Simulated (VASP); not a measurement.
# SrTiO3 (Tausonite) (Pm-3m) in VASP: settings compared

Aim: see how the results for SrTiO3 (Tausonite) move with the level of theory and the settings. Levels: PBE, HSE06, r2SCAN. Tasks: dielectric tensor, optical spectrum, band structure, elastic constants.

Program: VASP 6.6.1. These are calculated values, not measurements. Logs are shortened: lines on timing, memory, paths and dates and some standing lists are left out, and cuts for length are marked.

**1. The crystal as given**

It takes space group Pm-3m (No. 221, cubic). The conventional cell has a = 3.895 Å, b = 3.895 Å, c = 3.895 Å, α = 90.00°, β = 90.00°, γ = 90.00°. Sr (site symmetry m-3m) is surrounded by 12 O at 2.75 Å. Ti (site symmetry m-3m) has 6 O at 1.95 Å as nearest neighbours. Around O (site symmetry 4/mmm) lie 2 Ti at 1.95 Å.

**2. Dielectric tensor, PBE**

INCAR

```
SYSTEM = SrTiO3
PREC = Accurate
ENCUT = 520
EDIFF = 1E-8
ISMEAR = 0
SIGMA = 0.03
LREAL = .False.
LASPH = .True.
NELM = 80
ALGO = Normal
ISIF = 2
LWAVE = .False.
LCHARG = .False.
GGA = PE
LEPSILON = .True.
KPAR = 2
```

KPOINTS

```
Automatic mesh
0
Monkhorst
  10 10 10
  0 0 0
```

POSCAR

```
SrTiO3                                  
1.0
    3.8947475959      0.0000000000      0.0000000000
    0.0000000000      3.8947475959      0.0000000000
    0.0000000000      0.0000000000      3.8947475959
  Sr              Ti              O             
     1     1     3
Direct
     0.5000000000000000    0.5000000000000000    0.5000000000000000
     0.0000000000000000    0.0000000000000000    0.0000000000000000
     0.5000000000000000    0.0000000000000000    0.0000000000000000
     0.0000000000000000    0.5000000000000000    0.0000000000000000
     0.0000000000000000    0.0000000000000000    0.5000000000000000
```

Potentials or basis: VASP PAW PBE potentials, release 64 (Sr_sv, Ti_sv, O).

Started as:

```sh
$ cat potpaw_PBE.64/Sr_sv/POTCAR potpaw_PBE.64/Ti_sv/POTCAR potpaw_PBE.64/O/POTCAR > POTCAR
$ mpirun -np 2 vasp_std > vasp.out
```

OUTCAR:

```text
SYSTEM = SrTiO3
   PREC = Accurate
   ENCUT = 520
   EDIFF = 1E-8
   ISMEAR = 0
   LREAL = .False.
   LASPH = .True.
   NELM = 80
   ISIF = 2
   GGA = PE
   LEPSILON = .True.

 ion  position               nearest neighbor table
   1  0.500  0.500  0.500-   3 2.75   4 2.75   5 2.75   3 2.75   4 2.75   3 2.75   5 2.75   3 2.75
                             4 2.75   5 2.75   4 2.75   5 2.75   2 3.37   2 3.37   2 3.37   2 3.37
   2  0.000  0.000  0.000-   3 1.95   4 1.95   5 1.95   5 1.95   4 1.95   3 1.95   1 3.37   1 3.37
                             1 3.37   1 3.37   1 3.37   1 3.37   1 3.37   1 3.37
   3  0.500  0.000  0.000-   2 1.95   2 1.95   1 2.75   1 2.75   1 2.75   1 2.75
   4  0.000  0.500  0.000-   2 1.95   2 1.95   1 2.75   1 2.75   1 2.75   1 2.75
   5  0.000  0.000  0.500-   2 1.95   2 1.95   1 2.75   1 2.75   1 2.75   1 2.75

  LATTYP: Found a simple cubic cell.
 ALAT       =     3.8947475959

  Lattice vectors:

 A1 = (   3.8947475959,   0.0000000000,   0.0000000000)
 A2 = (   0.0000000000,   3.8947475959,   0.0000000000)
 A3 = (   0.0000000000,   0.0000000000,   3.8947475959)

Analysis of symmetry for initial positions (statically):
=====================================================================
 Subroutine PRICEL returns:
 Original cell was already a primitive cell.

 Routine SETGRP: Setting up the symmetry group for a
 simple cubic supercell.

 Subroutine GETGRP returns: Found 48 space group operations
 (whereof 48 operations were pure point group operations)
 out of a pool of 48 trial point group operations.

The static configuration has the point symmetry O_h .

Analysis of symmetry for dynamics (positions and initial velocities):
=====================================================================
 Subroutine PRICEL returns:
 Original cell was already a primitive cell.

 Routine SETGRP: Setting up the symmetry group for a
 simple cubic supercell.

 Subroutine GETGRP returns: Found 48 space group operations
 (whereof 48 operations were pure point group operations)
 out of a pool of 48 trial point group operations.

The dynamic configuration has the point symmetry O_h .

 Subroutine INISYM returns: Found 48 space group operations
 (whereof 48 operations are pure point group operations),
 and found     1 'primitive' translations

----------------------------------------------------------------------------------------

                                     Primitive cell

  volume of cell :      59.0797

  direct lattice vectors                    reciprocal lattice vectors
     3.894747596  0.000000000  0.000000000     0.256756048  0.000000000  0.000000000
     0.000000000  3.894747596  0.000000000     0.000000000  0.256756048  0.000000000
     0.000000000  0.000000000  3.894747596     0.000000000  0.000000000  0.256756048

  length of vectors
     3.894747596  3.894747596  3.894747596     0.256756048  0.256756048  0.256756048

  position of ions in fractional coordinates (direct lattice)
     0.500000000  0.500000000  0.500000000
     0.000000000  0.000000000  0.000000000
     0.500000000  0.000000000  0.000000000
     0.000000000  0.500000000  0.000000000
     0.000000000  0.000000000  0.500000000

  ion indices of the primitive-cell ions
   primitive index   ion index
                 1           1
                 2           2
                 3           3
                 4           4
                 5           5

----------------------------------------------------------------------------------------

 KPOINTS: Automatic mesh

Automatic generation of k-mesh.
 Grid dimensions read from file:
 generate k-points for:   10   10   10

 Generating k-lattice:

  Cartesian coordinates                     Fractional coordinates (reciprocal lattice)
     0.025675605  0.000000000  0.000000000     0.100000000  0.000000000  0.000000000
     0.000000000  0.025675605  0.000000000     0.000000000  0.100000000  0.000000000
     0.000000000  0.000000000  0.025675605     0.000000000  0.000000000  0.100000000

  Length of vectors
     0.025675605  0.025675605  0.025675605

  Shift w.r.t. Gamma in fractional coordinates (k-lattice)
     0.500000000  0.500000000  0.500000000

 Subroutine IBZKPT returns following result:
 ===========================================
[... 51 lines left out ...]
   NSW    =      0    number of steps for IOM
   IBRION =     -1    ionic relax: 0-MD 1-quasi-New 2-CG
   NFREE  =      0    steps in history (QN), initial steepest desc. (CG)
   ISIF   =      2    stress and relaxation
   ISYM   =      2    0-nonsym 1-usesym 2-fastsym
   POTIM  = 0.5000    time-step for ionic-motion
   TEBEG  =    0.0;   TEEND  =   0.0 temperature during run
   PSTRESS=    0.0 pullay stress
   NELECT =      40.0000    total number of electrons
   NUPDOWN=      -1.0000    fix difference up-down
   EMIN   =  10.00;   EMAX   =-10.00  energy-range for DOS
   EFERMI =   0.00;   METHOD = LEGACY
   ISMEAR =     0;   SIGMA  =   0.03  broadening in eV -4-tet -1-fermi 0-gaus
   EFERMI_NEDOS =   21; number of points for ismear=-14 and -15
   IALGO  =     38    algorithm
   IMIX   =      4    mixing-type and parameters
     AMIX     =   0.40;   BMIX     =  1.00
     AMIX_MAG =   1.60;   BMIX_MAG =  1.00
  volume/ion in A,a.u.               =      11.82        79.74
  Fermi-wavevector in a.u.,A,eV,Ry     =   1.437525  2.716529 28.116155  2.066479
  Thomas-Fermi vector in A             =   2.556593
   LORBIT       =      0    0 simple, 1 ext, 2 COOP (PROOUT), +10 PAW based schemes
   GGA     = PE    functional components
   LHFCALC =     F    Hartree Fock is set to
   AEXX    =    0.0000 exact exchange contribution
   IVDW    =     0    specifies the selected vdW correction
   LEPSILON=     T    determine dielectric tensor
   LRPA    =     F    only Hartree local field effects (RPA)
 non-spin polarized calculation
 Gauss-broadening in eV      SIGMA  =   0.03
  energy-cutoff  :      520.00
  volume of cell :       59.08
 maximum number of plane-waves:      1606
 NGX is ok and might be reduce to    30
   NGX = 15   NGY = 15   NGZ = 15

--------------------------------------- Ionic step        1  -------------------------------------------

 number of electron      40.0000011 magnetization

 E-fermi :   4.4306     XC(G=0): -11.3126

 val. band max:        4.1975579926   @ k =   0.4500   0.4500   0.4500
 cond. band min:       6.2070412092   @ k =   0.0500   0.0500   0.0500
 fundamental gap:      2.0094832166
 Fermi energy:         4.4306377071

 k-point     1 :       0.0500    0.0500    0.0500
  band No.  band energies     occupation
      1     -52.2012      2.00000
      2     -28.5445      2.00000
      3     -28.4546      2.00000
      4     -28.4546      2.00000
      5     -28.4437      2.00000
      6     -13.2259      2.00000
[... 637 lines left out ...]
     23       8.3613      0.00000
     24      10.2282      0.00000

 [... further k-points ...]

  FORCE on cell =-STRESS in cart. coord.  units (eV):
  Direction    XX          YY          ZZ          XY          YZ          ZX
  --------------------------------------------------------------------------------------
  -------------------------------------------------------------------------------------
  Total        2.4010504      2.4010504      2.4010504      0.0000000     -0.0000000      0.0000000
  in kB       65.1139304     65.1139304     65.1139304      0.0000000     -0.0000000      0.0000000
  external PRESSURE =      65.1139304 kB  Pullay stress =       0.0000000 kB

 VOLUME and BASIS-vectors are now :
 -----------------------------------------------------------------------------
  energy-cutoff  :      520.00
  volume of cell :       59.08
      direct lattice vectors                 reciprocal lattice vectors
     3.894747596  0.000000000  0.000000000     0.256756048  0.000000000  0.000000000
     0.000000000  3.894747596  0.000000000     0.000000000  0.256756048  0.000000000
     0.000000000  0.000000000  3.894747596     0.000000000  0.000000000  0.256756048

 POSITION                                       TOTAL-FORCE (eV/Angst)
 -----------------------------------------------------------------------------------
      1.94737      1.94737      1.94737         0.000000      0.000000      0.000000
      0.00000      0.00000      0.00000         0.000000      0.000000      0.000000
      1.94737      0.00000      0.00000         0.000000      0.000000      0.000000
      0.00000      1.94737      0.00000         0.000000      0.000000      0.000000
      0.00000      0.00000      1.94737         0.000000      0.000000      0.000000
 -----------------------------------------------------------------------------------
    total drift:                               -0.000000     -0.000000      0.000000

  FREE ENERGIE OF THE ION-ELECTRON SYSTEM (eV)
  ---------------------------------------------------
  free  energy   TOTEN  =       -40.0593115014 eV

  energy  without entropy=      -40.0593115014  energy(sigma->0) =      -40.05931150

 HEAD OF MICROSCOPIC STATIC DIELECTRIC TENSOR (INDEPENDENT PARTICLE, excluding Hartree and local field effects)
 ------------------------------------------------------
           6.369033    -0.000000     0.000000
          -0.000000     6.369033    -0.000000
          -0.000000    -0.000000     6.369033
 ------------------------------------------------------

 Free energy of the ion-electron system (eV)
  ---------------------------------------------------
  ---------------------------------------------------
  free energy    TOTEN  =        -0.91125299 eV

  energy without entropy =       -0.91125299

------------------------ aborting loop because EDIFF is reached ----------------------------------------

--------------------------------------- Ionic step        2  -------------------------------------------

------------------------ aborting loop because EDIFF is reached ----------------------------------------

--------------------------------------- Ionic step        3  -------------------------------------------

 Free energy of the ion-electron system (eV)
  ---------------------------------------------------
  ---------------------------------------------------
  free energy    TOTEN  =        -0.91125796 eV

  energy without entropy =       -0.91125796

------------------------ aborting loop because EDIFF is reached ----------------------------------------

 PIEZOELECTRIC TENSOR FIELD DIRECTION 3  (e Angst)
 -----------------------------------------------------------------------------
     0.00904  0.00000  0.00000           ( -0.00005  0.00000  0.00000)
     0.00000  0.00904  0.00000           (  0.00000 -0.00005  0.00000)
     0.00000  0.00000 -0.01572           (  0.00000  0.00000  0.00039)

 PIEZOELECTRIC TENSOR FIELD DIRECTION 3  (C/m^2)
 -----------------------------------------------------------------------------
     0.00245  0.00000  0.00000
     0.00000  0.00245  0.00000
     0.00000  0.00000 -0.00426

 MACROSCOPIC STATIC DIELECTRIC TENSOR (including local field effects in DFT)
 ------------------------------------------------------
           6.260746     0.000000     0.000000
          -0.000000     6.260746     0.000000
           0.000000     0.000000     6.260746
 ------------------------------------------------------

 PIEZOELECTRIC TENSOR (including local field effects)  for field in x, y, z        (e  Angst)
          XX          YY          ZZ          XY          YZ          ZX
  --------------------------------------------------------------------------------
  x     0.00000     0.00000     0.00000     0.00000     0.00000     0.00000
  y     0.00000     0.00000     0.00000     0.00000     0.00000     0.00000
  z     0.00000     0.00000     0.00000     0.00000     0.00000     0.00000

 PIEZOELECTRIC TENSOR (including local field effects)  for field in x, y, z        (C/m^2)
          XX          YY          ZZ          XY          YZ          ZX
  --------------------------------------------------------------------------------
  x     0.00000     0.00000     0.00000     0.00000     0.00000     0.00000
  y     0.00000     0.00000     0.00000     0.00000     0.00000     0.00000
  z     0.00000     0.00000     0.00000     0.00000     0.00000     0.00000

 BORN EFFECTIVE CHARGES (including local field effects) (in |e|, cummulative output)
 ---------------------------------------------------------------------------------
 ion    1
    1     2.55548    -0.00000     0.00000
    2     0.00000     2.55548    -0.00000
    3     0.00000     0.00000     2.55548
 ion    2
    1     7.34486     0.00000     0.00000
    2     0.00000     7.34486    -0.00000
    3     0.00000    -0.00000     7.34486
 ion    3
    1    -5.82990    -0.00000     0.00000
    2     0.00000    -2.03522     0.00000
    3    -0.00000     0.00000    -2.03522
 ion    4
    1    -2.03522     0.00000     0.00000
    2     0.00000    -5.82990     0.00000
    3    -0.00000     0.00000    -2.03522
 ion    5
    1    -2.03522    -0.00000     0.00000
    2     0.00000    -2.03522     0.00000
    3     0.00000    -0.00000    -5.82990
```

Wall time 11 min (2 MPI ranks of AMD EPYC 9R45 (Zen 5), shared host); peak memory 0.41 GiB.

What came out:

```
Electronic dielectric tensor (diagonal) : 6.26
Born charges (mean of the diagonal)     : Sr +2.56; Ti +7.34; O -3.30 e
```

Electronic dielectric tensor:
```
6.26 0.00 0.00
0.00 6.26 0.00
0.00 0.00 6.26
```

Born effective charge tensors (e):
atom 1, Sr
```
2.56 0.00 0.00
0.00 2.56 0.00
0.00 0.00 2.56
```
atom 2, Ti
```
7.34 0.00 0.00
0.00 7.34 0.00
0.00 0.00 7.34
```
atom 3, O
```
-5.83  0.00  0.00
 0.00 -2.04  0.00
 0.00  0.00 -2.04
```
atom 4, O
```
-2.04  0.00  0.00
 0.00 -5.83  0.00
 0.00  0.00 -2.04
```
atom 5, O
```
-2.04  0.00  0.00
 0.00 -2.04  0.00
 0.00  0.00 -5.83
```

(Part 1 of 3 ends here.)
